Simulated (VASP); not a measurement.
Set up this calculation in VASP 6.6.1, as the native input.

```
Task                   : relaxation of the atoms
Functional             : LDA
Potentials or basis    : VASP PAW LDA potentials, release 64 (Pt, Se)
Cutoff                 : 520 eV
k mesh                 : 10 × 10 × 8
Occupations            : gaussian, width 0.05 eV
Spin                   : no spin polarisation
Further INCAR settings : ALGO = Normal; EDIFF = 1e-06; IBRION = 2; EDIFFG = -0.01; NSW = 40
```

The structure of PtSe2 lies in POSCAR:

```
PtSe2
1.0
    3.7240000000      0.0000000000      0.0000000000
   -1.8620000000      3.2250786000      0.0000000000
    0.0000000000      0.0000000000      4.7228460000
Pt Se
1 2
Direct
    0.0000000000      0.0000000000      0.0000000000
    0.3333333300      0.6666666700      0.2679528400
    0.6666666700      0.3333333300      0.7320471600
```

These files were run (other wordings do the same):

INCAR

```
PREC = Accurate ; ENCUT = 520
EDIFF = 1E-6 ; ISMEAR = 0
SIGMA = 0.05 ; LREAL = F
LASPH = T ; NELM = 60
ALGO = Normal ; ISIF = 2
LWAVE = F ; LCHARG = F
GGA = CA ; IBRION = 2
NSW = 40 ; EDIFFG = -0.01
KPAR = 2
```

KPOINTS

```
regular mesh
0
Gamma
  10 10 8
```

Potentials or basis: VASP PAW LDA potentials, release 64 (Pt, Se).

Run with:

```console
$ cat potpaw_LDA.64/Pt/POTCAR potpaw_LDA.64/Se/POTCAR > POTCAR
$ mpirun -np 2 vasp_std > vasp.out
```

Results of the run:

```yaml
Energy_gained_by_relaxing: 0.0 meV/atom
Ionic_steps: 3
Pressure_after_relaxing: 1.7 GPa
Band_gap_on_the_k_mesh: none (metal or under the smearing width)
```

It took 42 s on 2 MPI ranks on Intel(R) Xeon(R) Platinum 8375C CPU @ 2.90GHz (Ice Lake), with other jobs on the host, peak memory 0.2 GiB a rank.
